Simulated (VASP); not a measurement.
# CaSe (Fm-3m) in VASP: notebook

One crystal, CaSe, is run at these levels: r2SCAN; tasks: single point.

All numbers are computed with VASP 6.6.1; they aren't measurements. Logs are shortened: lines on timing, memory, paths and dates and some standing lists are left out, and cuts for length are marked.

### 1 The structure

The structure is cubic, space group Fm-3m (No. 225). The conventional cell has a = 5.912 Å, b = 5.912 Å, c = 5.912 Å, α = 90.00°, β = 90.00°, γ = 90.00°. Se (site symmetry m-3m) has 6 Ca at 2.96 Å as nearest neighbours. Around Ca (site symmetry m-3m) lie 6 Se at 2.96 Å.

### 2 Single point, r2SCAN

Input file INCAR:

```
SYSTEM = CaSe
PREC = Accurate
ENCUT = 350
EDIFF = 1E-6
ISMEAR = 0
SIGMA = 0.05
LREAL = .FALSE.
LASPH = .TRUE.
NELM = 100
ALGO = Normal
ISIF = 2
LWAVE = .FALSE.
LCHARG = .FALSE.
METAGGA = R2SCAN
LMIXTAU = .TRUE.
ADDGRID = .FALSE.
```

Input file KPOINTS:

```
regular mesh
0
G
  5 5 5
  0 0 0
```

Input file POSCAR:

```
CaSe
1.0
    0.0000000000      2.9560000000      2.9560000000
    2.9560000000      0.0000000000      2.9560000000
    2.9560000000      2.9560000000      0.0000000000
Se Ca
1 1
Direct
    0.5137070000      0.4880300000      0.5023060000
    0.0084580000     -0.0027510000     -0.0091450000
```

Potentials or basis: VASP PAW PBE potentials, release 64 (Se, Ca_sv).

The run is started by

```bash
cat potpaw_PBE.64/Se/POTCAR potpaw_PBE.64/Ca_sv/POTCAR > POTCAR
mpirun -np 1 vasp_std > vasp.out
```

OUTCAR:

```text
SYSTEM = CaSe
   PREC = Accurate
   ENCUT = 350
   EDIFF = 1E-6
   ISMEAR = 0
   LREAL = .FALSE.
   LASPH = .TRUE.
   NELM = 100
   ISIF = 2
   METAGGA = R2SCAN

 Found     63 irreducible k-points:

 Following reciprocal coordinates:
            Coordinates               Weight
  0.000000  0.000000  0.000000      1.000000
  0.200000  0.000000  0.000000      2.000000
  0.000000  0.200000  0.000000      2.000000
  0.000000  0.000000  0.200000      2.000000
  0.200000  0.200000  0.200000      2.000000
  0.400000  0.000000  0.000000      2.000000
   k-points           NKPTS =     63   k-points in BZ     NKDIM =     63   number of bands    NBANDS=     12
   number of dos      NEDOS =    301   number of ions     NIONS =      2
   total plane-waves  NPLWV =  21952
   dimension x,y,z NGX =    28 NGY =   28 NGZ =   28
   dimension x,y,z NGXF=    56 NGYF=   56 NGZF=   56
   ions per type =               1   1
   NGX,Y,Z   is equivalent  to a cutoff of  11.13, 11.13, 11.13 a.u.
   NGXF,Y,Z  is equivalent  to a cutoff of  22.27, 22.27, 22.27 a.u.
 SYSTEM =  CaSe
   PREC   = accura    normal or accurate (medium, high low for compatibility)
   ISTART =      0    job   : 0-new  1-cont  2-samecut
   ICHARG =      2    charge: 1-file 2-atom 10-const
   ISPIN  =      1    spin polarized calculation?
   LNONCOLLINEAR =      F non collinear calculations
   LSORBIT =      F    spin-orbit coupling
   LASPH  =      T    aspherical Exc in radial PAW
   ENCUT  =  350.0 eV  25.72 Ry    5.07 a.u.   6.38  6.38  6.38*2*pi/ulx,y,z
   NELM   =    100;   NELMIN=  2; NELMDL= -5     # of ELM steps
   EDIFF  = 0.1E-05   stopping-criterion for ELM
   LREAL  =      F    real-space projection
   EDIFFG = 0.1E-04   stopping-criterion for IOM
   NSW    =      0    number of steps for IOM
   IBRION =     -1    ionic relax: 0-MD 1-quasi-New 2-CG
   NFREE  =      0    steps in history (QN), initial steepest desc. (CG)
   ISIF   =      2    stress and relaxation
   ISYM   =      2    0-nonsym 1-usesym 2-fastsym
   POTIM  = 0.5000    time-step for ionic-motion
   TEBEG  =    0.0;   TEEND  =   0.0 temperature during run
   PSTRESS=    0.0 pullay stress
   NELECT =      16.0000    total number of electrons
   NUPDOWN=      -1.0000    fix difference up-down
   EMIN   =  10.00;   EMAX   =-10.00  energy-range for DOS
   EFERMI =   0.00;   METHOD = LEGACY
   ISMEAR =     0;   SIGMA  =   0.05  broadening in eV -4-tet -1-fermi 0-gaus
   EFERMI_NEDOS =   21; number of points for ismear=-14 and -15
   IALGO  =     38    algorithm
   IMIX   =      4    mixing-type and parameters
     AMIX     =   0.40;   BMIX     =  1.00
     AMIX_MAG =   1.60;   BMIX_MAG =  1.00
  volume/ion in A,a.u.               =      25.83       174.30
  Fermi-wavevector in a.u.,A,eV,Ry     =   1.107645  2.093145 16.692666  1.226876
  Thomas-Fermi vector in A             =   2.244161
   LORBIT       =      0    0 simple, 1 ext, 2 COOP (PROOUT), +10 PAW based schemes
   METAGGA = R2SCAN    functional components
   LHFCALC =     F    Hartree Fock is set to
   AEXX    =    0.0000 exact exchange contribution
   IVDW    =     0    specifies the selected vdW correction
   LEPSILON=     F    determine dielectric tensor
   LRPA    =     F    only Hartree local field effects (RPA)
 non-spin polarized calculation
 Gauss-broadening in eV      SIGMA  =   0.05
  energy-cutoff  :      350.00
  volume of cell :       51.66
 maximum number of plane-waves:       785
 NGX is ok and might be reduce to    28
   NGX = 13   NGY = 13   NGZ = 13

 number of electron      15.9999999 magnetization

 Free energy of the ion-electron system (eV)
  ---------------------------------------------------
  ext. energy  EPLUGINS =         0.00000000
  ---------------------------------------------------
  free energy    TOTEN  =       -25.96924336 eV

  energy without entropy =      -25.96924336  energy(sigma->0) =      -25.96924336

 E-fermi :   2.4633     XC(G=0):  -9.5864

 val. band max:        2.1922127792   @ k =   0.0000   0.0000   0.0000
 cond. band min:       4.8099764127   @ k =   0.4000   0.0000   0.4000
 fundamental gap:      2.6177636335
 Fermi energy:         2.4632801716

 k-point     1 :       0.0000    0.0000    0.0000
  band No.  band energies     occupation
      1     -39.0939      2.00000
      2     -19.2068      2.00000
      3     -19.2063      2.00000
      4     -19.2061      2.00000
      5     -10.0026      2.00000
      6       2.1903      2.00000
      7       2.1920      2.00000
      8       2.1922      2.00000
      9       6.3456      0.00000
     10       6.4240      0.00000
     11       6.4292      0.00000
     12       6.4308      0.00000

 k-point     2 :       0.2000    0.0000    0.0000
  band No.  band energies     occupation
      1     -39.0916      2.00000
      2     -19.2479      2.00000
      3     -19.2092      2.00000
      4     -19.2087      2.00000
      5      -9.7701      2.00000
      6       0.7149      2.00000
      7       1.6899      2.00000
      8       1.6921      2.00000
      9       6.4288      0.00000
     10       6.9348      0.00000
     11       6.9360      0.00000
     12       7.9928      0.00000

 k-point     3 :       0.0000    0.2000    0.0000
  band No.  band energies     occupation
      1     -39.0916      2.00000
      2     -19.2480      2.00000
      3     -19.2091      2.00000
      4     -19.2088      2.00000
      5      -9.7701      2.00000
      6       0.7154      2.00000
      7       1.6891      2.00000
      8       1.6911      2.00000
      9       6.4310      0.00000
     10       6.9354      0.00000
     11       6.9370      0.00000
     12       7.9978      0.00000

 k-point     4 :       0.0000    0.0000    0.2000
  band No.  band energies     occupation
      1     -39.0916      2.00000
      2     -19.2480      2.00000
      3     -19.2091      2.00000
      4     -19.2087      2.00000
      5      -9.7701      2.00000
      6       0.7159      2.00000
      7       1.6891      2.00000
      8       1.6896      2.00000
      9       6.4328      0.00000
     10       6.9364      0.00000
     11       6.9372      0.00000
     12       8.0024      0.00000

 k-point     5 :       0.2000    0.2000    0.2000
  band No.  band energies     occupation
      1     -39.0916      2.00000
      2     -19.2479      2.00000
      3     -19.2092      2.00000
      4     -19.2088      2.00000
      5      -9.7701      2.00000
      6       0.7152      2.00000
      7       1.6895      2.00000
      8       1.6916      2.00000
      9       6.4298      0.00000
     10       6.9350      0.00000
     11       6.9366      0.00000
     12       7.9952      0.00000

 k-point     6 :       0.4000    0.0000    0.0000
  band No.  band energies     occupation
      1     -39.0878      2.00000
      2     -19.3132      2.00000
      3     -19.2133      2.00000
      4     -19.2128      2.00000
      5      -9.3540      2.00000
      6      -0.8559      2.00000
      7       1.0908      2.00000
      8       1.0923      2.00000
      9       6.9888      0.00000
     10       8.0273      0.00000
     11       8.0277      0.00000
     12       8.7102      0.00000

 [... further k-points ...]
[... 5 lines left out ...]
  --------------------------------------------------------------------------------------
  -------------------------------------------------------------------------------------
  Total        0.2617338      0.3173365      0.2642679     -0.0016542      0.0030503      0.0008310
  in kB        8.1175885      9.8420884      8.1961840     -0.0513056      0.0946056      0.0257722
  external PRESSURE =       8.7186203 kB  Pullay stress =       0.0000000 kB

 VOLUME and BASIS-vectors are now :
 -----------------------------------------------------------------------------
  energy-cutoff  :      350.00
  volume of cell :       51.66
      direct lattice vectors                 reciprocal lattice vectors
     0.000000000  2.956000000  2.956000000    -0.169147497  0.169147497  0.169147497
     2.956000000  0.000000000  2.956000000     0.169147497 -0.169147497  0.169147497
     2.956000000  2.956000000  0.000000000     0.169147497  0.169147497 -0.169147497

 POSITION                                       TOTAL-FORCE (eV/Angst)
 -----------------------------------------------------------------------------------
      2.92743      3.00333      2.96113        -0.022365     -0.169505      0.039781
      5.87684      2.95397      2.97287         0.022365      0.169505     -0.039781
 -----------------------------------------------------------------------------------
    total drift:                                0.000639      0.001712      0.001311

  FREE ENERGIE OF THE ION-ELECTRON SYSTEM (eV)
  ---------------------------------------------------
  free  energy   TOTEN  =       -25.9692433575 eV

  energy  without entropy=      -25.9692433575  energy(sigma->0) =      -25.96924336
```

It took 86 s on 1 thread of Intel Xeon Platinum 8488C (Sapphire Rapids), shared host; peak memory 0.17 GiB.

These settings aren't checked as converged: the numbers below hold their error.

Results:

| Property | Result |
| --- | --- |
| Free energy | -25.9692 eV |
| Pressure | 0.9 GPa |
| Largest force | 0.176 eV/Å |
| Band gap on the k mesh | 2.62 eV, indirect (least direct gap 3.51 eV) |

Caveat: the PAW data sets were made with another functional, which shifts forces and pressure a little; an odd mesh through Γ misses points on the zone boundary, where band edges often lie.

### 3 Single point, r2SCAN

INCAR: that of step 2 with these lines changed.

```diff
@@ -2,3 +2,3 @@
 PREC = Accurate
-ENCUT = 350
+ENCUT = 250
 EDIFF = 1E-6
```

Input file KPOINTS:

```
regular mesh
0
G
  6 6 6
  0 0 0
```

Input file POSCAR:

```
CaSe
1.0
    0.0000000000      2.9560000000      2.9560000000
    2.9560000000      0.0000000000      2.9560000000
    2.9560000000      2.9560000000      0.0000000000
Se Ca
1 1
Direct
    0.5000000000      0.5000000000      0.5000000000
    0.0000000000      0.0000000000      0.0000000000
```

Potentials or basis: VASP PAW PBE potentials, release 64 (Se, Ca_sv).

The run is started by

```bash
cat potpaw_PBE.64/Se/POTCAR potpaw_PBE.64/Ca_sv/POTCAR > POTCAR
mpirun -np 1 vasp_std > vasp.out
```

Wall time 20 s (1 thread of Intel Xeon Platinum 8488C (Sapphire Rapids), shared host); peak memory 0.14 GiB.

The run converged, but a check on its numbers failed (symmetry, net force, bounds or a known fault of this set-up), so they aren't taken as properties of the crystal.

Caveat: the cutoff lies under the usual one of these potentials, so the numbers hold a large basis-set error; the PAW data sets were made with another functional, which shifts forces and pressure a little.

### 4 Single point, r2SCAN

INCAR is that of step 3.

KPOINTS is that of step 3.

Input file POSCAR:

```
CaSe
1.0
    0.0000000000      2.9560000000      2.9560000000
    2.9560000000      0.0000000000      2.9560000000
    2.9560000000      2.9560000000      0.0000000000
Se Ca
1 1
Direct
    0.5137070000      0.4880300000      0.5023060000
    0.0084580000     -0.0027510000     -0.0091450000
```

The run is started by

```bash
cat potpaw_PBE.64/Se/POTCAR potpaw_PBE.64/Ca_sv/POTCAR > POTCAR
mpirun -np 1 vasp_std > vasp.out
```

It took 63 s on 1 thread of Intel Xeon Platinum 8488C (Sapphire Rapids), shared host; peak memory 0.15 GiB.

The run converged, but a check on its numbers failed (symmetry, net force, bounds or a known fault of this set-up), so they aren't taken as properties of the crystal.

Caveat: the cutoff lies under the usual one of these potentials, so the numbers hold a large basis-set error; the PAW data sets were made with another functional, which shifts forces and pressure a little.

### 5 Single point, r2SCAN

INCAR: that of step 4 with these lines changed.

```diff
@@ -2,3 +2,3 @@
 PREC = Accurate
-ENCUT = 250
+ENCUT = 300
 EDIFF = 1E-6
```

KPOINTS is that of step 4.

Input file POSCAR:

```
CaSe
1.0
    0.0000000000      2.9560000000      2.9560000000
    2.9560000000      0.0000000000      2.9560000000
    2.9560000000      2.9560000000      0.0000000000
Se Ca
1 1
Direct
    0.5000000000      0.5000000000      0.5000000000
    0.0000000000      0.0000000000      0.0000000000
```

The run is started by

```bash
cat potpaw_PBE.64/Se/POTCAR potpaw_PBE.64/Ca_sv/POTCAR > POTCAR
mpirun -np 1 vasp_std > vasp.out
```

Run time: 20 s. Hardware: 1 thread of Intel Xeon Platinum 8488C (Sapphire Rapids), shared host; peak memory 0.13 GiB.

These settings aren't checked as converged: the numbers below hold their error.

Results:

- Free energy: -25.9820 eV
- Band gap on the k mesh: 2.49 eV, indirect (least direct gap 3.44 eV)

Caveat: the cutoff is under 1.25 times the usual one of these potentials, so pressure, stress and relaxed cells hold a basis-set (Pulay) error; the PAW data sets were made with another functional, which shifts forces and pressure a little.

### 6 Single point, r2SCAN

INCAR is that of step 5.

KPOINTS is that of step 5.

Input file POSCAR:

```
CaSe
1.0
    0.0000000000      2.9560000000      2.9560000000
    2.9560000000      0.0000000000      2.9560000000
    2.9560000000      2.9560000000      0.0000000000
Se Ca
1 1
Direct
    0.5137070000      0.4880300000      0.5023060000
    0.0084580000     -0.0027510000     -0.0091450000
```

Potentials or basis: VASP PAW PBE potentials, release 64 (Se, Ca_sv).

The run is started by

```bash
cat potpaw_PBE.64/Se/POTCAR potpaw_PBE.64/Ca_sv/POTCAR > POTCAR
mpirun -np 1 vasp_std > vasp.out
```

It took 63 s on 1 thread of Intel Xeon Platinum 8488C (Sapphire Rapids), shared host; peak memory 0.16 GiB.

The run converged, but some of its settings lie outside the range that counts as converged, so its numbers aren't taken as properties of the crystal.

Results:

```
Free energy            : -25.9772 eV
Largest force          : 0.176 eV/Å
Band gap on the k mesh : 2.50 eV, indirect (least direct gap 3.44 eV)
```

Caveat: the cutoff is under 1.25 times the usual one of these potentials, so pressure, stress and relaxed cells hold a basis-set (Pulay) error; the PAW data sets were made with another functional, which shifts forces and pressure a little.
